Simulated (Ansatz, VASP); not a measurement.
**Pt: VASP beside Ansatz**

INCAR

```
SYSTEM = Pt
ALGO = Fast
EDIFF = 1E-6
ENCUT = 520
GGA = PS
ISIF = 2
ISMEAR = 0
LASPH = .True.
LCHARG = .False.
LREAL = .False.
LWAVE = .False.
NBANDS = 11
NELM = 60
PREC = Accurate
SIGMA = 0.15
```

The input KPOINTS:

```
k-points
0
Gamma
  20 20 20
  0 0 0
```

POSCAR

```
Pt
1.0
    0.0000000000      2.1292162500      1.9579000000
    2.1292162500      0.0000000000      1.9579000000
    2.1292162500      2.1292162500      0.0000000000
Pt
1
Direct
    0.0000000000      0.0000000000      0.0000000000
```

Input for Ansatz:

```yaml
crystal:
  lattice:
    - [0.0, 2.12921625, 1.9579]
    - [2.12921625, 0.0, 1.9579]
    - [2.12921625, 2.12921625, 0.0]
  atoms:
    - { symbol: Pt, position: [0.0, 0.0, 0.0] }
basis:
  ecutwfc: 420
kpoints:
  mp_grid: { grid: [20, 20, 20] }
hamiltonian:
  xc: pbesol
scf:
  occupations: { method: gaussian, width: 0.15 }
output:
  forces: true
  stress: true
  eigenvalues: true
```

Change from the starting cell: strain +0.0875 x Voigt [1, 1, 0, 0, 0, 0], atoms carried along.

Alike in both runs: task single point; functional PBEsol; k mesh 20 × 20 × 20; occupations gaussian, width 0.15 eV; no spin polarisation.

|  | VASP | Ansatz |
| --- | --- | --- |
| version | VASP 6.6.1 | Ansatz 0.2.0 |
| potentials or method | VASP PAW PBE potentials, release 64 (Pt) | scalar-relativistic, plane waves, PAW |
| plane-wave cutoff (eV) | 520 | 420 |
| valence electrons in the cell | 10 | 18 |

|  | VASP | Ansatz | Ansatz less VASP |
| --- | --- | --- | --- |
| gap on the k mesh at the Fermi level (eV) | none | none | - |
| pressure (GPa) | -30.1 | -29.9 | +0.24 |
| largest component of the traceless stress (GPa) | 1.77 | 1.77 | +0.003 |

A gap of «none» marks a metal or a gap that the smearing closes. The two sets of potentials don't hold the same shells in valence.

Caveats: the cell as given lies far from equilibrium; so large a pressure means that the cell lies far from this level's equilibrium, or that cutoff or potentials fall short (VASP); the potentials were made for another functional, which shifts forces and pressure (VASP). Spin-orbit coupling is left out, which matters for the levels of Pt.
